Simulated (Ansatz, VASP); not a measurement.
**One calculation of RbBr, two programs**

```
Rb Br
1.0
     4.29112    0.00000    0.00000
     0.00000    4.29112    0.00000
     0.00000    0.00000    3.96103
Rb Br
1 1
Cartesian
  0.0000 0.0000 0.0000
  2.1456 2.1456 1.9805
```

Change from the starting cell: strain +0.040 along x and y, -0.040 along z, atoms carried along.

Alike in both runs: task single point; functional PBE; k mesh 6 × 6 × 6; occupations gaussian, width 0.05 eV; no spin polarisation.

|  | VASP | Ansatz |
| --- | --- | --- |
| version | VASP 6.6.1 | Ansatz 0.2.0 |
| potentials or method | VASP PAW PBE potentials, release 64 (Rb_sv, Br) | scalar-relativistic, plane waves, PAW |
| plane-wave cutoff (eV) | 520 | 420 |
| valence electrons in the cell | 16 | 16 |

```tsv
	VASP	Ansatz	Ansatz less VASP
gap on the k mesh at the Fermi level (eV)	3.65	3.65	+0.001
least direct gap on the mesh (eV)	3.77	3.77	+0.001
pressure (GPa)	0.2	0.2	-0.03
largest component of the traceless stress (GPa)	1.57	1.57	0.000
```

A k mesh can miss the band edges.
